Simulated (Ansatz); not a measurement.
# How LiF (Griceite) absorbs and reflects light

What colour and refractive index does LiF (Griceite) have at this level of theory?

Program: Ansatz 0.2.0. Level of theory: DFT, PBE, plane-wave PAW, default files, scalar-relativistic, independent-particle optical response without local fields. Values are calculated unless marked as measured.

### 1. The structure

It takes space group Fm-3m (No. 225, cubic). Conventional cell: a = 4.028 Å, b = 4.028 Å, c = 4.028 Å, α = 90.00°, β = 90.00°, γ = 90.00°. Nearest to F lie 6 Li at 2.01 Å. Li has 6 F at 2.01 Å nearest. Farther neighbours, and contacts between anions beyond the nearest, are not listed.

### 2. Ground state and bands

First the ground state: is it a metal or has it a gap?

This step: DFT, PBE, plane-wave PAW, default files, scalar-relativistic, ground state (Ansatz 0.2.0).

input.yaml reads:

```yaml
crystal:
  lattice:
    - [0.0, 2.014, 2.014]
    - [2.014, 0.0, 2.014]
    - [2.014, 2.014, 0.0]
  atoms:
    - { symbol: F, position: [0.5, 0.5, 0.5] }
    - { symbol: Li, position: [0.0, 0.0, 0.0] }
kpoints:
  mp_grid: { grid: [10, 10, 10] }
  band_path:
    path:
      - [[0.0, 0.0, 0.0], [0.5, 0.0, 0.5], [0.5, 0.25, 0.75], [0.375, 0.375, 0.75], [0.0, 0.0, 0.0], [0.5, 0.5, 0.5], [0.625, 0.25, 0.625], [0.5, 0.25, 0.75], [0.5, 0.5, 0.5], [0.375, 0.375, 0.75]]
      - [[0.625, 0.25, 0.625], [0.5, 0.0, 0.5]]
    npoints: 5
scf:
  occupations: { method: fermi_dirac, width: 0.05 }
  n_extra_bands: 6
hamiltonian:
  xc: pbe
  pseudopotentials: { kind: paw }
output:
  forces: true
  stress: true
  populations: true
  write_bands: true
```

On the command line:

```
$ ansatz run input.yaml --threads 4 --pin off --max-ram 8192MiB --backend cpu --events-out ev --progress --plain --runs-dir out
```

What it wrote:

```text
scf.n_extra_bands = 6 over 5 filled bands (N_el = 10.0): the run solves 11 bands
Engine: ansatz 0.2.0, x86_64-unknown-linux-gnu
Pseudopotentials: kind: paw
Pseudopotential: F, paw, valence charge 7, recommended cutoff 420 eV (normal), F.paw.azcp
Pseudopotential: Li, paw, valence charge 3, recommended cutoff 420 eV (normal), Li.paw.azcp
Functional definition: PBE
  parameter kappa = 0.804
  parameter beta = 0.066725
  exchange = pbe_x(kappa = kappa, mu = beta*pi^2/3)
  correlation = pbe_c(beta = beta)
Crystal: 2 atoms, lattice volume = 16.338 Å³
Basis set: ecut = 420 eV, 331 PW (Γ), exchange–correlation on 40×40×40 points (8 copies of the dense FFT grid, shifted against one another)
Bands: 11, of which v1, the nominal top of the filled ones, is band 5 counted from 1 (4 counted from 0)
Symmetry: 48 space group operations
Space group: Fm-3m (ITA 225), of the structure as read, at distance tolerance 2.5e-5 Å
k-points: 47 of 1000
Non-local potential: F, projectors of the file, l = 0: 2, l = 1: 2, l = 2: 1
Non-local potential: Li, projectors of the file, l = 0: 3, l = 1: 2, l = 2: 1
PAW form: soft (Blöchl's): semilocal exchange-correlation on the pseudo side does not see the compensation charge
PAW one-centre angular grid: F, 110 points (default); XC on 64 Gauss nodes
PAW one-centre angular grid: Li, 110 points (default); XC on 64 Gauss nodes
Initial density: superposition of atomic densities (neutral atoms: chi_scale 0, normalization atom), corrected by the library's trained network
Initial wavefunctions: pseudopotential atomic-orbital guess
Functional: x = pbe(κ = 0.804, μ = 0.219515), c = pbe(β = 0.066725)
SCF iter   1: F=—  HF=-1016.167624 eV  |F-HF|=—  |Δ(HF+E_count)|=         —  Δρ=8.75e-4  dr2=5.84e-5  ethr=1.77e-3  ⟨swp⟩=5.3  Hψ=3009  notcnv=0  defer=18
preconditioner: auto → none  [insulator: Δε(μ)=9.078 eV  Ē_g=26.321 eV  σ=0.050 eV  W_gap=1.00  n_scr=0 (ndim 8)  ℏωp=26.0 eV  f_vac=0.000  D(μ)=0.00/eV (n_scr^D=0)  ε∞_Penn≈2.0]
SCF iter   2: F=—  HF=-1016.167605 eV  |F-HF|=—  |Δ(HF+E_count)|=   1.92e-5  Δρ=1.34e-3  dr2=1.79e-4  ethr=5.84e-7  ⟨swp⟩=2.1  Hψ=1047  notcnv=0  defer=36
SCF iter   3: F=—  HF=-1016.167574 eV  |F-HF|=—  |Δ(HF+E_count)|=   3.14e-5  Δρ=6.46e-4  dr2=4.21e-5  ethr=5.84e-7  ⟨swp⟩=2.3  Hψ=601  notcnv=0  defer=36
SCF iter   4: F=—  HF=-1016.167585 eV  |F-HF|=—  |Δ(HF+E_count)|=   1.15e-5  Δρ=1.87e-4  dr2=3.03e-6  ethr=4.21e-7  ⟨swp⟩=2.4  Hψ=609  notcnv=0  defer=36
SCF iter   5: F=—  HF=-1016.167589 eV  |F-HF|=—  |Δ(HF+E_count)|=   3.34e-6  Δρ=1.64e-4  dr2=2.89e-6  ethr=3.03e-8  ⟨swp⟩=1.2  Hψ=462  notcnv=0  defer=36
SCF iter   6: F=—  HF=-1016.167588 eV  |F-HF|=—  |Δ(HF+E_count)|=   5.98e-7  Δρ=8.12e-5  dr2=7.16e-7  ethr=2.89e-8  ⟨swp⟩=1.0  Hψ=445  notcnv=0  defer=36
SCF iter   7: F=-1016.167588 eV  HF=-1016.167588 eV  |F-HF|=3.26e-8  |Δ(HF+E_count)|=   2.12e-7  Δρ=1.86e-5  dr2=3.75e-8  ethr=1.00e-9  ⟨swp⟩=4.9  Hψ=2218  notcnv=0
SCF 1 converged in 7 iterations: F = -1016.167588 eV  dr2 = 3.75e-8
  greatest PAW one-centre occupation: 1.000 electrons in one spin orbital (limit 2), on the Li atom at site 1 (counted from 0), in its partial waves of l = 0
NSCF: frozen V_eff on 52 k-points
SCF converged after 7 iterations
Free energy (F): -1016.167588 eV
Harris-Foulkes:  -1016.167588 eV  (|F-HF|=3.26e-8)
Internal energy: -1016.167588 eV  (E = F + TS)
E sigma→0 (E₀):  -1016.167588 eV
Fermi energy:    5.638276 eV
--- Per-component energies (eV) ---
  E_band       = -117.693375
  E_kinetic    = 230.620010
  E_local      = -640.973356  (includes V_loc(G=0)·N_el)
  E_nonlocal   = 40.381560
  E_hartree    = 224.579233
  E_xc         = -91.833923
  E_vxc        = -117.800865  (∫ρ·V_xc dr)
  E_paw        = -221.813643  (= ΣΔE_a)
  E_vpaw       = -79.076106  (= ΣTr[D̂ρ^β])
  E_aug_tail   = 0.002217  (compensation charges beyond the density's cutoff)
  E_ewald      = -557.129686
  E_smearing   = -0.000000  (= −TS)
  E_closure    = 0.000000  (closes the sum)
  Σ components = -1016.167588   (vs F -1016.167588, Δ=0.00e0)
--- Forces (eV/Å), atoms counted from 1 ---
  atom   1  F      0.00000000    -0.00000000     0.00000000
  atom   2  Li    -0.00000000     0.00000000     0.00000000
  max |Σ_I F_I| component: 4.29e-29 eV/Å
--- Stress (GPa, compression-positive) ---
        2.120211       0.000000       0.000000
        0.000000       2.120211      -0.000000
       -0.000000       0.000000       2.120211
  P = ⅓ Tr σ = 2.1202 GPa (21.202 kbar)
--- Band table (eV; the first three rows and the last of 47) ---
  k-point 0: bands = [... 1 lower, -18.9697, 0.9979, 0.9979, 0.9979, 10.0871, 24.9531, 24.9531, 24.9531, ... 2 higher]
  k-point 1: bands = [... 1 lower, -18.9311, 0.7104, 0.9751, 0.9751, 10.3803, 22.2914, 23.7120, 23.7120, ... 2 higher]
  k-point 2: bands = [... 1 lower, -18.8276, 0.0213, 0.9169, 0.9169, 11.0347, 19.8263, 22.2242, 22.2242, ... 2 higher]
  k-point 46: bands = [... 1 lower, -18.2981, -1.3722, -0.7583, 0.1841, 15.9411, 16.2642, 18.4474, 20.3414, ... 2 higher]
--- Löwdin populations: 2 sites ---
  site symbol       q [e]
     0      F      7.7256
     1     Li      2.2178
  spilling = 0.005656 (of n_electrons = 10.000000)
```

Wall time 0.41 s (4 threads of Intel Xeon Platinum 8488C (Sapphire Rapids), shared host); peak memory 0.34 GiB; 0.99 s of CPU time.

Reading the cycles: dr2 is the Hartree energy of the density residual (eV), the measure of convergence; HF is the Harris–Foulkes estimate of the energy, which meets the free energy F at convergence.

Numbers from this step:

```
free energy                  : -1016.1676 eV
Fermi energy                 : 5.638 eV
gap by band count            : 9.089 eV
electrons                    : 10
symmetry operations          : 48
pressure                     : 2.120 GPa
gap on the k-mesh            : 9.089 eV
volume                       : 16.34 Å³
gap on the path              : 9.088 eV
least direct gap on the path : 9.089 eV
```

There is a gap, 9.09 eV on the path, so no carriers' term is needed. The cell is left with a pressure of 2.1 GPa, as it stands unrelaxed at this level.

Electronic bands along the path, in eV, zero at the Fermi level; v1 is the highest filled band, c1 the lowest empty one:

| point | v3 | v2 | v1 | c1 | c2 | c3 |
| --- | --- | --- | --- | --- | --- | --- |
| Γ | -4.64 | -4.64 | -4.64 | 4.45 | 19.32 | 19.32 |
| 0.60 of the way | -6.54 | -5.30 | -5.30 | 7.63 | 13.31 | 14.41 |
| X | -7.64 | -5.64 | -5.64 | 10.18 | 11.86 | 12.81 |
| 0.60 of the way | -7.27 | -6.10 | -5.50 | 10.23 | 10.91 | 12.81 |
| W | -6.71 | -6.71 | -5.43 | 10.43 | 10.43 | 12.81 |
| 0.40 of the way | -6.97 | -6.41 | -5.42 | 10.26 | 10.32 | 13.17 |
| K | -7.13 | -6.20 | -5.37 | 9.86 | 10.28 | 13.79 |
| 0.40 of the way | -6.40 | -5.73 | -4.81 | 7.05 | 11.56 | 14.98 |
| Γ | -4.64 | -4.64 | -4.64 | 4.45 | 19.32 | 19.32 |
| 0.60 of the way | -6.38 | -4.79 | -4.79 | 5.95 | 12.71 | 15.35 |
| L | -7.16 | -4.87 | -4.87 | 6.16 | 12.10 | 14.27 |
| 0.40 of the way | -7.06 | -5.42 | -4.99 | 7.06 | 11.51 | 14.40 |
| U | -7.13 | -6.20 | -5.37 | 9.86 | 10.28 | 13.79 |
| 0.40 of the way | -7.06 | -6.29 | -5.40 | 10.06 | 10.29 | 13.48 |
| W | -6.71 | -6.71 | -5.43 | 10.43 | 10.43 | 12.81 |
| 0.40 of the way | -6.89 | -6.14 | -5.21 | 8.50 | 10.88 | 14.13 |
| L | -7.16 | -4.87 | -4.87 | 6.16 | 12.10 | 14.27 |
| 0.40 of the way | -7.06 | -5.42 | -4.99 | 7.06 | 11.51 | 14.40 |
| K | -7.13 | -6.20 | -5.37 | 9.86 | 10.28 | 13.79 |
| jump to U | -7.13 | -6.20 | -5.37 | 9.86 | 10.28 | 13.79 |
| 0.60 of the way | -7.55 | -5.75 | -5.59 | 10.19 | 11.42 | 12.94 |
| X | -7.64 | -5.64 | -5.64 | 10.18 | 11.86 | 12.81 |

The electronic bands as a text plot (rows in eV, shown from -7.6 to 10.4 only):

```
   10.1 |        +++++++++                     +++++         ++++
    9.3 |      ++                             +             +
    8.6 |                 ++                        +
    7.8 |    ++                              +             +
    7.1 |                   ++              +        ++   +
    6.3 |   +                         ++++++           +++
    5.6 |                     ++     +
    4.8 |+++                    +++++
    4.0 |
    3.3 |
    2.5 |
    1.8 |
    1.0 |
    0.3 |
   -0.5 |
   -1.2 |
   -2.0 |
   -2.7 |
   -3.5 |
   -4.2 |
   -5.0 |******          ***********************   ***********
   -5.8 |   *  **********   ****     *      **  ***  **   **  ***
   -6.5 |    **      *********        **      *******       **
   -7.3 |      ******* ***              *********   *************
         Γ       X    W  K        Γ      L     U  W     L   K|U X
```

### 3. Spectrum

With the density converged, the vertical transitions are summed over the zone.

This step: DFT, PBE, plane-wave PAW, default files, scalar-relativistic, independent-particle optical response without local fields (Ansatz 0.2.0).

input.yaml, the sections that differ from step 2:

```yaml
kpoints:
  mp_grid: { grid: [10, 10, 10] }
scf:
  occupations: { method: fixed }
output:
  optics:
    e_range: [0, 14]
    de: 0.05
    sigma: 0.1
    nscf_kmesh: { grid: [10, 10, 10] }
    bands: { spectra_wanted_up_to: 14 }
# crystal, hamiltonian: as in step 2
```

What it wrote:

```text
[...]
Crystal: 2 atoms, lattice volume = 16.338 Å³
Basis set: ecut = 420 eV, 331 PW (Γ)
Bands: 9, of which v1, the nominal top of the filled ones, is band 5 counted from 1 (4 counted from 0)
[... 1 set-up line as in the run before ...]
[...]
k-points: 47 of 1000
[...]
SCF iter   1: F=—  HF=-1016.167638 eV  |F-HF|=—  |Δ(HF+E_count)|=         —  Δρ=6.08e-4  dr2=1.78e-5  ethr=1.77e-3  ⟨swp⟩=3.9  Hψ=2392  notcnv=0  defer=72
[...]
SCF iter  10: F=-1016.167579 eV  HF=-1016.167579 eV  |F-HF|=4.55e-13  |Δ(HF+E_count)|=  2.94e-11  Δρ=2.59e-8  dr2=7.16e-14  ethr=1.00e-12  ⟨swp⟩=2.1  Hψ=1801  notcnv=0
SCF 1 converged in 10 iterations: F = -1016.167579 eV  dr2 = 7.16e-14
[...]
NSCF: frozen V_eff on 47 k-points
[...]
output.optics: what the bands over the 11 summed would add to eps1, eps2 and the energy-loss function is held between a lower and an upper bound (7 Lanczos steps). eps1, eps2 and their loss function (loss_summed_bands) are given on every row as the summed bands alone make them. Along an axis, on a row where the two bounds hold the loss function to about 1 % of the greater of itself and 0.5 % of |1/eps|, its cell (loss_completed) is given, with the completed eps1 and eps2 that it is formed of (a cell that is left empty reads nan in the table and null in the record). The two bounds hold it so along every axis on all 281 rows up to 14.000 eV. [rest of the remark cut]
SCF converged after 10 iterations
Free energy (F): -1016.167579 eV
[...]
Internal energy: -1016.167579 eV  (E = F + TS)
E sigma→0 (E₀):  -1016.167579 eV
Fermi energy:    0.997888 eV
[...]
--- Band table (eV; the first three rows and the last of 47) ---
[...]
```

The job ended after 1.9 s (4 threads; peak memory 0.59 GiB; 5.5 s of CPU time).

This step gave:

```
electronic dielectric constant ε∞, mean of the axes                                   : 2.087
absorption onset, first axis (α over 10⁴ cm⁻¹, or the direct gap if that lies higher) : 9.089 eV
main peak of Im epsilon, first axis                                                   : 11.15 eV
least direct gap on the mesh                                                          : 9.089 eV
bands summed                                                                          : 11
spectra valid up to                                                                   : 24.05 eV
program's estimate of the k-sum error in Im epsilon                                   : 0.13 %
electrons in the f-sum                                                                : 3.981
```

Im ε, any direction against photon energy; read off at these points:

| photon energy (eV) | Im ε, any direction |
| --- | --- |
| 8.50 | 0 |
| 9.00 | 0.0138 |
| 9.50 | 0.518 |
| 10.00 | 0.812 |
| 10.50 | 1.15 |
| 11.00 | 2.39 |
| 11.15 | 2.90 |
| 11.50 | 2.59 |
| 12.00 | 2.16 |
| 12.50 | 1.79 |
| 13.00 | 1.48 |
| 13.50 | 1.25 |
| 14.00 | 1.01 |

Re ε, any direction against photon energy:

| photon energy (eV) | Re ε, any direction |
| --- | --- |
| 0.0 | 2.09 |
| 0.5 | 2.09 |
| 1.0 | 2.09 |
| 1.5 | 2.10 |
| 2.0 | 2.11 |
| 2.5 | 2.12 |
| 3.0 | 2.13 |
| 3.5 | 2.15 |
| 4.0 | 2.17 |
| 4.5 | 2.19 |
| 5.0 | 2.22 |
| 5.5 | 2.26 |
| 6.0 | 2.30 |
| 6.5 | 2.36 |
| 7.0 | 2.42 |
| 7.5 | 2.51 |
| 8.0 | 2.62 |
| 8.5 | 2.79 |
| 9.0 | 3.14 |
| 9.5 | 3.35 |
| 10.0 | 3.39 |
| 10.5 | 3.54 |
| 11.0 | 3.94 |
| 11.5 | 2.18 |
| 12.0 | 1.64 |
| 12.5 | 1.39 |
| 13.0 | 1.29 |
| 13.5 | 1.25 |
| 14.0 | 1.28 |

Values under 1 per cm are given as 1. The absorption coefficient, any direction by photon energy:

| photon energy (eV) | absorption coefficient, any direction (1/cm) |
| --- | --- |
| 0.000 | 1 |
| 0.500 | 1 |
| 1.000 | 1 |
| 1.500 | 1 |
| 2.000 | 1 |
| 2.500 | 1 |
| 3.000 | 1 |
| 3.500 | 1 |
| 4.000 | 1 |
| 4.500 | 1 |
| 5.000 | 1 |
| 5.500 | 1 |
| 6.000 | 1 |
| 6.500 | 1 |
| 7.000 | 1 |
| 7.500 | 1 |
| 8.000 | 1 |
| 8.500 | 1 |
| 9.000 | 3551 |
| 9.500 | 1.4e5 |
| 10.000 | 2.2e5 |
| 10.500 | 3.2e5 |
| 11.000 | 6.4e5 |
| 11.500 | 9.0e5 |
| 12.000 | 8.9e5 |
| 12.500 | 8.4e5 |
| 13.000 | 7.7e5 |
| 13.500 | 7.0e5 |
| 14.000 | 5.9e5 |

Reflectivity at normal incidence, any direction against photon energy; read off at these points:

| photon energy (eV) | reflectivity at normal incidence, any direction (%) |
| --- | --- |
| 0.00 | 3.31 |
| 0.50 | 3.31 |
| 1.00 | 3.33 |
| 1.50 | 3.35 |
| 2.00 | 3.39 |
| 2.50 | 3.43 |
| 3.00 | 3.49 |
| 3.50 | 3.56 |
| 4.00 | 3.65 |
| 4.50 | 3.76 |
| 5.00 | 3.89 |
| 5.50 | 4.04 |
| 6.00 | 4.22 |
| 6.50 | 4.45 |
| 7.00 | 4.73 |
| 7.50 | 5.09 |
| 8.00 | 5.58 |
| 8.50 | 6.29 |
| 9.00 | 7.75 |
| 9.50 | 8.90 |
| 10.00 | 9.49 |
| 10.50 | 10.7 |
| 11.00 | 15.1 |
| 11.10 | 15.8 |
| 11.50 | 13.6 |
| 12.00 | 11.4 |
| 12.50 | 9.43 |
| 13.00 | 7.51 |
| 13.50 | 5.95 |
| 14.00 | 4.32 |

The loss function −Im 1/ε at q → 0, any direction by energy loss; read off at these points:

| energy loss (eV) | loss function −Im 1/ε at q → 0, any direction |
| --- | --- |
| 8.50 | 0 |
| 9.00 | 0.00140 |
| 9.50 | 0.0452 |
| 10.00 | 0.0668 |
| 10.50 | 0.0831 |
| 11.00 | 0.113 |
| 11.50 | 0.226 |
| 12.00 | 0.294 |
| 12.50 | 0.348 |
| 13.00 | 0.384 |
| 13.50 | 0.398 |
| 13.60 | 0.399 |
| 14.00 | 0.381 |

Optical constants at common wavelengths, from n + ik = √ε:

| wavelength (nm) | n | k | R (%) | 1/α |
| --- | --- | --- | --- | --- |
| 1550 | 1.45 | 0.000 | 3.3 | over 1 mm |
| 1064 | 1.45 | 0.000 | 3.3 | over 1 mm |
| 532 | 1.45 | 0.000 | 3.4 | over 1 mm |
| 405 | 1.46 | 0.000 | 3.5 | over 1 mm |
| 365 | 1.46 | 0.000 | 3.5 | over 1 mm |
| 308 | 1.47 | 0.000 | 3.7 | over 1 mm |
| 193 | 1.53 | 0.000 | 4.4 | over 1 mm |

Through 1 µm of it, D65 light comes out colourless (x = 0.313, y = 0.329; 93 % transmitted).

The first strong peak, at 11.15 eV, lies at the vertical distance of the highest filled and the lowest empty band at L (11.02 eV), a point of high symmetry, where critical points commonly lie; the match rests on energies alone.

The f-sum over the summed bands holds 4.0 of the cell's 10 electrons outside the frozen cores, 4 of which lie in bands more than 12 eV below the Fermi level, whose transitions come at higher energies. Up to 14 eV the strength has a mean oscillator energy of 11.7 eV, and these transitions give 37 % of ε∞ − 1 along x; the rest comes from higher ones.

### 4. What came out

| Property | Result |
| --- | --- |
| gap on the path | 9.09 eV |
| least direct gap on the path | 9.09 eV |
| electronic dielectric constant ε∞, mean of the axes (independent particles) | 2.09 |
| absorption onset, first axis (α over 10⁴ cm⁻¹, or the direct gap if that lies higher) | 9.09 eV |
| main peak of Im epsilon, first axis | 11.2 eV |

At this level (PBE, independent particles) LiF has ε∞ = 2.09 and n = 1.45 at 1550 nm; absorption sets in near 9.1 eV, and Im ε peaks at 11.2 eV. The gap on the path is direct, 9.09 eV. Lines 0.1 eV wide carry a tail of absorption under the direct gap, past the threshold already at 9.04 eV. Absorption is strong from the direct gap on, 9.09 eV, in the ultraviolet, so the visible is passed. The first strong peak, at 11.15 eV, lies at the vertical distance of the highest filled and the lowest empty band at L (11.02 eV), a point of high symmetry, where critical points commonly lie; the match rests on energies alone. Through 1 µm of it, D65 light comes out colourless (x = 0.313, y = 0.329; 93 % transmitted). Excitons and phonon-assisted transitions are missing, and so are local fields; PBE gaps are as a rule too small, which pulls the onset down and ε∞ up. In the base run ε includes the program's bounded estimate of what the bands above those summed add.

[Long decimals in the printed logs are rounded to 6 places.]

[Logs are printed without paths, hosts, clocks, repeated set-up lines and the standing remarks that a program may print on its own settings, such as how far it seeks lower states.]

[Hosts, paths, dates, database ids (printed as entryN), source tags and the programs' standing remarks are cut or masked in the printed files.]

[Where the starting crystal was built by hand or by swapping elements, it need not be the compound's stable phase.]

[The count of steps not shown may lack steps that the program refused or didn't finish.]
